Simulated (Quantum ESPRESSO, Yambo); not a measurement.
# Quasiparticle gap of ZrS2 (1T monolayer) in Yambo, part 2 of 2

Wanted: ground state, empty states, screening and self-energy for ZrS2 (1T monolayer).

Quantum ESPRESSO 7.5 and Yambo 5.3.0; PBE and many-body steps on it, plane waves. Known limits of the many-body steps: not at the basis limit; no spin-orbit coupling.

So far. Step 3 (Bands along the symmetry lines): The gap is 1.195 eV, −0.022 eV from the run before at this level. Step 4 (Empty states on the mesh, 6×6×1 mesh, 141 bands): On this mesh the gap is 1.195 eV.

## 5. Conversion and set-up

This step: Yambo 5.3.0; conversion and set-up on PBE, plane waves, norm-conserving pseudopotentials.

The states are converted to the many-body program's format and the q mesh is built.

Run with:

```
> (cd o/x.save; p2y > p2y.log; mv SAVE ../..); yambo > setup.log
```

Log:

```text
 Yambo, version 5.3.0

 [02] CORE Variables Setup
 =========================

  [02.01] Unit cells
  ==================

  Cell kind             :  HCP
  Atoms in the cell     :  Zr  S
  number of Zr atoms    :  1
  number of S  atoms    :  2

  List of atomic masses
  Mass of Zr    :  91.22400
  Mass of S     :  32.06000

  List of atomic coordinates    : [cc]
  Zr1       :   0.00000   0.00000  15.11781  order 1
  S1       : -0.41124E-09   4.0212       17.855      order 2
  S2       :   3.48246   2.01060  12.38053  order 3

  Alat factors          :   6.96493   6.03180  30.23562 [a.u.]
  Direct lattice volume :   1270.23    [a.u.]
  Direct lattice vectors:  A[ 1 ]  A[ 2 ]  A[ 3 ]
   A[ 1 ]:  1.000000  0.000000  0.000000  [iru]
   6.964926  0.000000  0.000000  [cc]
   A[ 2 ]: -0.500000  1.000000  0.000000  [iru]
  -3.482463  6.031803  0.000000  [cc]
   A[ 3 ]:  0.000000  0.000000  1.000000  [iru]
    0.00000   0.00000  30.23562  [cc]

  Recip. lattice volume :  0.195280 [a.u.]
  Recip. lattice vectors:  B[ 1 ]  B[ 2 ]  B[ 3 ]
   B[ 1 ]:  1.000000  0.500000  0.000000  [iku]
   0.902118  0.520838 -0.000000  [cc]
   B[ 2 ]:  0.000000  1.000000  0.000000  [iku]
   0.000000  1.041676  0.000000  [cc]
   B[ 3 ]:  0.000000  0.000000  1.000000  [iku]
   0.000000 -0.000000  0.207807  [cc]

  [02.02] Symmetries
  ==================

  Inversion symmetry    : yes
  Spatial inversion     : yes
  Inversion index       :   7
  K-space Time-reversal : no
  Magnetic symmetries   : no
  Group table correct   : yes
  Symmetries units      :  [cc]

   [S  1]:   1.0000       0.0000       0.0000     -0.58117E-16   1.0000       0.0000       0.0000       0.0000       1.0000
   [S  2]:   1.0000       0.0000       0.0000      0.31329E-10  -1.0000       0.0000       0.0000       0.0000      -1.0000
   [S  3]: -0.500000  0.866025  0.000000 -0.866025 -0.500000  0.000000  0.000000  0.000000  1.000000
[...]
[S 11]:  0.500000  0.866025  0.000000  0.866025 -0.500000  0.000000  0.000000  0.000000  1.000000
   [S 12]:  0.500000 -0.866025  0.000000 -0.866025 -0.500000  0.000000  0.000000  0.000000  1.000000

  [02.03] Reciprocal space
  ========================

  nG shells         :   3622
  nG charge         :   75723
  nG WFs            :  11819
  nC WFs            :   9571
  G-vecs. in first 80 shells:  [ Number ]
     1    3    5    7    9   11   17   29   41
    53   55   67   69   81   93   95  107  113
   125  137  139  151  163  175  177  189  195
[...]
787   799   801   825   837   849   861   873
  ...
  Shell energy in first 80 shells:  [ mHa ]
[...]
4232.02      4240.26      4329.37      4337.61      4575.12      4736.88      4774.57      4782.81      4855.82
    4858.19      4882.90      4904.49      4969.27      5077.23      5179.70      5228.37      5276.67      5279.42
[...]
K/Q-points units:
  rlu = crystal or reduced units; cc = cartesian coordinates; iku = interal k-units

  K [1]          [rlu]:  0.000000  0.000000  0.000000
         WF components:   9571
  K [2]          [rlu]:  0.000000  0.166667  0.000000
         WF components:   9527
  K [3]          [rlu]:  0.000000  0.333333  0.000000
         WF components:   9476
  K [4]          [rlu]:  0.000000 -0.500000  0.000000
         WF components:   9422
  K [5]          [rlu]:  0.166667  0.166667  0.000000
         WF components:   9491
  K [6]          [rlu]:  0.166667  0.333333  0.000000
         WF components:   9454
  K [7]          [rlu]:  0.333333  0.333333  0.000000
         WF components:   9498

  [02.05] Energies & Occupations
  ==============================

  [X] === General ===
  [X] Electronic Temperature                        :  0.000000  0.000000 [eV K]
  [X] Bosonic    Temperature                        :  0.000000  0.000000 [eV K]
  [X] Finite Temperature mode                       : no
  [X] El. density                                   :  0.12750E+24 [cm-3]
  [X] Fermi Level                                   : -1.601933 [eV]

  [X] === Gaps and Widths ===
  [X] Conduction Band Min                           :  1.195335 [eV]
  [X] Valence Band Max                              :  0.000000 [eV]
  [X] Filled Bands                                  :  12
  [X] Empty Bands                                   :   13  141
  [X] Direct Gap                                    :  1.687896 [eV]
  [X] Direct Gap localized at k                     :  1
  [X] Indirect Gap                                  :  1.195335 [eV]
  [X] Indirect Gap between kpts                     :   1   4
  [X] Last valence band width                       :  1.513109 [eV]
  [X] 1st conduction band width                     :  1.188326 [eV]

  E @ K [1]:  [eV]
  -48.90581 -26.95864 -26.81281 -26.81281 -12.34445 -11.20320  -3.64999  -2.60013
[...]
occ @ K [1]
[...]
E @ K [2]:  [eV]
[...]
occ @ K [2]
[...]
E @ K [3]:  [eV]
[...]
occ @ K [3]
[...]
E @ K [4]:  [eV]
[...]
occ @ K [4]
[...]
E @ K [5]:  [eV]
[...]
occ @ K [5]
[...]
E @ K [6]:  [eV]
[...]
occ @ K [6]
[...]
E @ K [7]:  [eV]
[...]
occ @ K [7]
[...]
2.000000  2.000000  2.000000  2.000000  0.000000  0.000000  0.000000  0.000000
   0.000000  0.000000  0.000000  0.000000  0.000000  0.000000  0.000000  0.000000

 [03] Transferred momenta grid and indexing
 ==========================================

 IBZ Q-points                                      :   7
 BZ  Q-points                                      :   36

 K/Q-points units:
 rlu = crystal or reduced units; cc = cartesian coordinates; iku = interal k-units

 Q [1]          [rlu]:  0.000000  0.000000  0.000000
 Q [2]          [rlu]: -0.11185E-16  0.16667       0.0000
 Q [3]          [rlu]: -0.22369E-16  0.33333       0.0000
 Q [4]          [rlu]:  0.33554E-16 -0.50000       0.0000
 Q [5]          [rlu]:  0.166667  0.166667  0.000000
 Q [6]          [rlu]:  0.166667  0.333333  0.000000
 Q [7]          [rlu]:  0.333333  0.333333  0.000000

  [03.01] X indexes
  =================

   [03.01.01] Sigma indexes
   ========================

 [06] Game Over & Game summary
```

Wall time 2.6 s (1 MPI rank of Arm Neoverse V1, shared host); peak memory 0.25 GiB.

## 6. Screening and self-energy, 6×6×1 mesh, 141 bands, screening to 142.9 eV

G0W0 replaces the xc potential by the self-energy, built once from these orbitals. Only a window of levels is corrected, while the sums run over the empty bands that the input names.

This step: G0W0 on PBE, plane waves, norm-conserving pseudopotentials.

File gw1.in:

```
HF_and_locXC
gw0
dyson
ppa
em1d
rim_cut
rim_w
RandQpts= 3000000
RandGvec= 100 RL
CUTGeo= "slab z"
RandGvecW= 9 RL
EXXRLvcs= 58 Ry
VXCRLvcs= 232 Ry
Chimod= "HARTREE"
% BndsRnXp
 1 | 141 |
%
NGsBlkXp= 10.5 Ry
% LongDrXp
 1 | 1 | 0 |
%
% GbndRnge
 1 | 141 |
%
DysSolver= "n"
ExtendOut
PPAPntXp= 27.21138 eV
% QPkrange
 1 | 7 | 7 | 15 |
%
```

Run with:

```
> OMP_NUM_THREADS=1 mpirun -n 4 yambo -F gw1.in -J gw1 -C gw1 > gw1.log
```

Log:

```text
 Yambo, version 5.3.0

 [02] CORE Variables Setup
 =========================

  [... cell, symmetries and grids as in the set-up ...]

  [02.05] Energies & Occupations
  ==============================

  [X] === General ===
  [X] Electronic Temperature                        :  0.000000  0.000000 [eV K]
  [X] Bosonic    Temperature                        :  0.000000  0.000000 [eV K]
  [X] Finite Temperature mode                       : no
  [X] El. density                                   :  0.12750E+24 [cm-3]
  [X] Fermi Level                                   : -1.601933 [eV]

  [X] === Gaps and Widths ===
  [X] Conduction Band Min                           :  1.195335 [eV]
  [X] Valence Band Max                              :  0.000000 [eV]
  [X] Filled Bands                                  :  12
  [X] Empty Bands                                   :   13  141
  [X] Direct Gap                                    :  1.687896 [eV]
  [X] Direct Gap localized at k                     :  1
  [X] Indirect Gap                                  :  1.195335 [eV]
  [X] Indirect Gap between kpts                     :   1   4
  [X] Last valence band width                       :  1.513109 [eV]
  [X] 1st conduction band width                     :  1.188326 [eV]

 [03] Transferred momenta grid and indexing
 ==========================================

 IBZ Q-points                                      :   7
 BZ  Q-points                                      :   36

 K/Q-points units:
 rlu = crystal or reduced units; cc = cartesian coordinates; iku = interal k-units

 Q [1]          [rlu]:  0.000000  0.000000  0.000000
 Q [2]          [rlu]: -0.11185E-16  0.16667       0.0000
 Q [3]          [rlu]: -0.22369E-16  0.33333       0.0000
 Q [4]          [rlu]:  0.33554E-16 -0.50000       0.0000
 Q [5]          [rlu]:  0.166667  0.166667  0.000000
 Q [6]          [rlu]:  0.166667  0.333333  0.000000
 Q [7]          [rlu]:  0.333333  0.333333  0.000000

 [04] Coloumb potential Random Integration (RIM)
 ===============================================

 Performing RIM of v_slab

  [04.01] RIM initialization
  ==========================

  * Diagonal components only detected *

  8 x (sBL volume)        :  0.043395 [a.u.]
  sBZ random points       :  3000000
  Points outside the sBZ  :  24000829
  RL volume               :  0.195280 [a.u.]
  Integrated volume       :  0.195273 [a.u.]

  [04.02] RIM integrals
  =====================

  Gamma point sphere radius             :  0.040765 [a.u.]
  Points outside the sphere             :  2398884
  [Int_sBZ(q=0) 1/q^2]*(Vol_sBZ)^(-1/3) =:  7.554583
                                 should be <:  7.795600

  Summary of Coulomb integrals for non-metallic bands |Q|[au] RIM/Bare

  Q [1] 0.100000E-4 0.969083 * Q [2] 0.173613 1.029337
  Q [5] 0.300706 1.033098 * Q [3] 0.347225 1.028345
  Q [6] 0.459336 1.018893 * Q [4] 0.520838 1.015275
  Q [7] 0.601412 1.011521
  Non-periodic chartesian directions : none
  Optical renormalization            :  30.23562 [au]
  Polarizability dimension           : length

 [05] Coloumb potential CutOffslab
 =================================

 Cut directionsZ
 Slab Cutoff:Z
 Symmetry test passed : yes

 [06] Dipoles
 ============

  [06.01] Setup: observables and procedures
  =========================================

  [WARNING] [x,Vnl] slows the Dipoles computation. To neglect it rename the ns.kb_pp file

 [07] Dynamic Dielectric Matrix (PPA)
 ====================================

 [WR./gw1//ndb.pp]---------------------------------------------------------------
  Brillouin Zone Q/K grids (IBZ/BZ)                :    7   36    7   36
  RL vectors                                       :  11833 [WF]
  Coulomb cutoff potential                         : slab z
  Electronic Temperature                           :  0.000000 [K]
  Bosonic    Temperature                           :  0.000000 [K]
  PPA    diel. fun.  energies                      : Perdew, Burke & Ernzerhof(X)+Perdew, Burke & Ernzerhof(C)
  wavefunctions                                    : Perdew, Burke & Ernzerhof(X)+Perdew, Burke & Ernzerhof(C)
  Global Gauge                                     : length
  X matrix size                                    :   715
  X band range                                     :    1  141
  X e/h energy range                               : -1.000000 -1.000000 [eV]
  X Time ordering                                  : R
  X Hxc Kernel                                     : HARTREE
  X Drude frequency                                :  0.000000  0.000000
  X poles                                          :  100.0000 [o/o]
  RL vectors in the sum                            :  11833
  [r,Vnl] included                                 : yes
  Field direction                                  :  0.707107E-5  0.707107E-5   0.00000
  BZ energy Double Grid                            : no
  BZ energy DbGd points                            : 0
  BZ Q point size factor                           : -1.000000
  X Optical Averaged directions                    : none

 [08] Local Exchange-Correlation + Non-Local Fock
 ================================================

 [VXC] Plane waves :   75723
 [EXS] Plane waves :   9583

 QP @ state[ 1 ] K range:   1   7
 QP @ state[ 1 ] b range:   7  15

 [xc] Functional : Perdew, Burke & Ernzerhof(X)+Perdew, Burke & Ernzerhof(C)
 [xc] LIBXC used to calculate xc functional
  PP Number of Atomic Species                      :  2
  NLCC RL compoments                               :   75723
  PP Number of Atomic Species                      :  2
  NLCC RL compoments                               :   75723

 [xc] E_xc :  -10.43690 [Ha]
      E_xc :  -20.87379 [Ry]

  Local XC kind (lXC) : Perdew, Burke & Ernzerhof(X)+Perdew, Burke & Ernzerhof(C)
  Non-Local XC kind (nlXC) : Hartree-Fock

  Corrections @ K [1] :  [eV]
 <7|nlXC|7> = -15.80793  0.71852E-17 <7|lXC|7> = -11.87663  0.000000
 <8|nlXC|8> = -16.71289  0.48062E-17 <8|lXC|8> = -13.58769  0.000000
 <9|nlXC|9> = -16.71289 -0.42049E-17 <9|lXC|9> = -13.58769  0.18882E-15
 <10|nlXC|10> = -15.11111  0.26999E-17 <10|lXC|10> = -12.17109  0.47204E-16
 <11|nlXC|11> = -15.89444  0.30868E-18 <11|lXC|11> = -13.53776  0.18882E-15
 <12|nlXC|12> = -15.89444  0.76781E-18 <12|lXC|12> = -13.53776  0.000000
 <13|nlXC|13> = -8.594698  0.15452E-17 <13|lXC|13> = -13.98421  0.000000
 <14|nlXC|14> = -8.594704 -0.39326E-18 <14|lXC|14> = -13.98421  0.000000
 <15|nlXC|15> = -7.891038  0.34947E-18 <15|lXC|15> = -13.43972  0.18882E-15

  Corrections @ K [2] :  [eV]
 <7|nlXC|7> = -15.79755 -0.17116E-18 <7|lXC|7> = -12.02047  0.000000
[...]
Corrections @ K [3] :  [eV]
[...]
Corrections @ K [4] :  [eV]
[...]
Corrections @ K [5] :  [eV]
[...]
Corrections @ K [6] :  [eV]
[...]
Corrections @ K [7] :  [eV]
[...]
<11|nlXC|11> = -16.16960 -0.33467E-17 <11|lXC|11> = -13.03873  0.000000
 <12|nlXC|12> = -15.96969 -0.68679E-17 <12|lXC|12> = -12.58095  0.000000
 <13|nlXC|13> = -8.096591  0.17535E-17 <13|lXC|13> = -13.96250  0.18882E-15
 <14|nlXC|14> = -8.469204 -0.10140E-19 <14|lXC|14> = -14.35042  0.000000
 <15|nlXC|15> = -8.469196  0.13521E-17 <15|lXC|15> = -14.35041 -0.94408E-16

  [08.01] Hartree-Fock occupations report
  =======================================

  [Hartree-Fock] === General ===
  [Hartree-Fock] Electronic Temperature             :  0.000000  0.000000 [eV K]
  [Hartree-Fock] Bosonic    Temperature             :  0.000000  0.000000 [eV K]
  [Hartree-Fock] Finite Temperature mode            : no
  [Hartree-Fock] El. density                        :  0.12750E+24 [cm-3]
  [Hartree-Fock] Fermi Level                        : -1.601933 [eV]

  [Hartree-Fock] === Gaps and Widths ===
  [Hartree-Fock] Conduction Band Min                :  5.754747 [eV]
  [Hartree-Fock] Valence Band Max                   : -2.356676 [eV]
  [Hartree-Fock] Filled Bands                       :  12
  [Hartree-Fock] Empty Bands                        :   13  141
  [Hartree-Fock] Direct Gap                         :  9.434087 [eV]
  [Hartree-Fock] Direct Gap localized at k          :  1
  [Hartree-Fock] Indirect Gap                       :  8.111423 [eV]
  [Hartree-Fock] Indirect Gap between kpts          :   1   4
  [Hartree-Fock] Last valence band width            :  2.545170 [eV]
  [Hartree-Fock] 1st conduction band width          :  2.494828 [eV]

 [09] Dyson equation: Newton solver
 ==================================

  [09.01] RIM-W interpolation
  ===========================

  [WARNING] RIM-W works only for 2D semiconductors with slab cutoff
  Found compatible q grid: 2D
  q_min[ 1 ]:  0.16667      0.47741E-11   0.0000     [rlu]
   0.166667  0.083333  0.000000 [iku]
  q_min[ 2 ]:  0.11185E-16  0.16667       0.0000     [rlu]
   0.11185E-16  0.16667       0.0000     [iku]
  G-vectors :   9
  G-vectors loaded:   63
  Number of interpolated frequencies:  2

  Evaluating coefficients q = 0
  Evaluating coefficients q = 0

  [09.02] RIM-W integrals
  =======================

  8 x (sBL volume)        :  0.043395 [a.u.]
  sBZ random points       :  3000000
  Points outside the sBZ  :  24000829
  RL volume               :  0.195280 [a.u.]
  Integrated volume       :  0.195273 [a.u.]

  [09.03] RIM integrals
  =====================

  Comparison between head Wc = W - v averages: < Wc > [au] RIM-W/RIM

   < -Wc [Q = 1] > 0.331251E-1 0.419024E-4 * < -Wc [Q = 2] > 0.004780 0.004597
   < -Wc [Q = 3] > 0.863132E-3 0.846088E-3 * < -Wc [Q = 4] > 0.296097E-3 0.293086E-3
   < -Wc [Q = 5] > 0.001255 0.001225 * < -Wc [Q = 6] > 0.415363E-3 0.410563E-3
   < -Wc [Q = 7] > 0.200100E-3 0.198692E-3

  Comparison between head Wc = W - v averages: < Wc > [au] RIM-W/RIM

   < -Wc [G = 1,G`=0] > 0.331251E-1 0.419024E-4 * < -Wc [G = 2,G`=0] >-0.002141 0.000000
   < -Wc [G = 3,G`=0] >-0.002141 0.000000 * < -Wc [G = 4,G`=0] > 0.497008E-4  0.00000
   < -Wc [G = 5,G`=0] > 0.496820E-4  0.00000 * < -Wc [G = 6,G`=0] > 0.116314E-3  0.00000
   < -Wc [G = 7,G`=0] > 0.116347E-3  0.00000 * < -Wc [G = 8,G`=0] >-0.329333E-4  0.00000
   < -Wc [G = 9,G`=0] >-0.329388E-4  0.00000

 [10] G0W0 (W PPA)
 =================

 [  GW  ] Bands range     :    1  141
 [GW/PPA] G damping       :  0.100000 [eV]

 QP @ state[ 1 ] K range:   1   7
 QP @ state[ 1 ] b range:   7  15

  Sc/G bands                                       :    1  141
  Sc/G damping                                     :  0.100000 ev
  Sc bands terminator                              : no
  Sx RL components                                 :   9583

  QP @ state[ 1 ] K range                          :   1   7
  QP @ state[ 1 ] b range                          :   7  15
  GF energies kind                                 : Perdew, Burke & Ernzerhof(X)+Perdew, Burke & Ernzerhof(C)
  GF WF`s kind                                     : Perdew, Burke & Ernzerhof(X)+Perdew, Burke & Ernzerhof(C)
  Xs energies kind                                 : Perdew, Burke & Ernzerhof(X)+Perdew, Burke & Ernzerhof(C)
  Xs WF`s kind                                     : Perdew, Burke & Ernzerhof(X)+Perdew, Burke & Ernzerhof(C)

 [14] Game Over & Game summary
```

Elapsed: 28 min, on 4 MPI ranks; peak memory 2.2 GiB; 1.9 h of CPU time.

Numbers from this step:

```yaml
g0w0_gap_on_the_mesh: 2.690 eV
starting_gap_on_the_mesh: 1.195 eV
k_of_the_valence_top: 0, 0, 0
k_of_the_conduction_bottom: 0, -0.5, 0
least_direct_g0w0_gap_on_the_computed_points: 3.382 eV
z_at_the_valence_top: 0.7446
z_at_the_conduction_bottom: 0.7565
```

The gap on the mesh goes from 1.20 eV to 2.69 eV, a correction of +1.49 eV. The start differs from the 1.22 eV found before because the two sample other k points.

Limits: finite bands, cutoff and mesh; no spin-orbit coupling. v1 is the top filled band, c1 the lowest empty one. The levels before and after the correction (eV, zero at the valence-band top of each column):

|  | conduction bottom | valence top |
| --- | --- | --- |
| Kohn-Sham | 1.20 | 0.00 |
| G0W0 | 2.69 | 0.00 |

|  | level | energy (eV) |
| --- | --- | --- |
| Kohn-Sham | Γ v4 | -2.600 |
| Kohn-Sham | Γ v3 | -0.783 |
| Kohn-Sham | Γ v2-v1 | 0.000 |
| Kohn-Sham | Γ c1-c2 | 1.688 |
| Kohn-Sham | Γ c3 | 2.629 |
| Kohn-Sham | (0 -0.5 0) v4 | -2.364 |
| Kohn-Sham | (0 -0.5 0) v3 | -2.170 |
| Kohn-Sham | (0 -0.5 0) v2 | -1.110 |
| Kohn-Sham | (0 -0.5 0) v1 | -0.926 |
| Kohn-Sham | (0 -0.5 0) c1 | 1.195 |
| Kohn-Sham | (0 -0.5 0) c2 | 3.358 |
| Kohn-Sham | (0 -0.5 0) c3 | 3.638 |
| G0W0 | Γ v4 | -2.537 |
| G0W0 | Γ v3 | -0.939 |
| G0W0 | Γ v2-v1 | 0.000 |
| G0W0 | Γ c1-c2 | 3.382 |
| G0W0 | Γ c3 | 4.277 |
| G0W0 | (0 -0.5 0) v4 | -2.335 |
| G0W0 | (0 -0.5 0) v3 | -2.188 |
| G0W0 | (0 -0.5 0) v2 | -1.252 |
| G0W0 | (0 -0.5 0) v1 | -1.018 |
| G0W0 | (0 -0.5 0) c1 | 2.690 |
| G0W0 | (0 -0.5 0) c2 | 5.182 |
| G0W0 | (0 -0.5 0) c3 | 5.638 |

## 7. Where the time went

Times are wall times on the hardware named with each run, good to a factor of about two.

| step | time | share | memory (GiB) |
| --- | --- | --- | --- |
| ground state | 12 s | 1 % | 0.41 |
| bands along the symmetry lines | 8.9 s | 1 % | 0.33 |
| empty states on the mesh | 30 s | 2 % | 0.71 |
| conversion and set-up | 2.6 s | 0 % | 0.25 |
| screening and self-energy | 28 min | 97 % | 2.2 |

## 8. What came out

```json
{"PBE gap": "1.20 eV, indirect", "G0W0 gap on the mesh": "2.69 eV", "GW settings": "6×6×1 mesh, 141 bands, screening to 142.9 eV, Godby-Needs plasmon pole", "known limits": "not at the basis limit; no spin-orbit coupling"}
```

**Reading.** G0W0 moves the gap on the mesh from 1.20 eV to 2.69 eV (+1.49 eV), with Z of 0.74 and 0.76 at the edges. The dearest step here is «screening and self-energy». Bands and cutoff are finite, so the gap is not at the basis limit. The miss can reach some tenths of an eV and take either sign; the mesh is an error of its own. The many-body steps are scalar-relativistic: spin-orbit coupling is not in them.

[Paths, hosts, dates, memory and timing lines, banners, echoed tables and standing remarks are left out of the program output.]

[Logs are printed without paths, hosts, clocks, repeated set-up lines and the standing remarks that a program may print on its own settings, such as how far it seeks lower states.]

[Runs of the session that timed out or met a known fault of the program may be left out.]

[Hosts, paths, dates, database ids (printed as entryN), source tags and the programs' standing remarks are cut or masked in the printed files.]
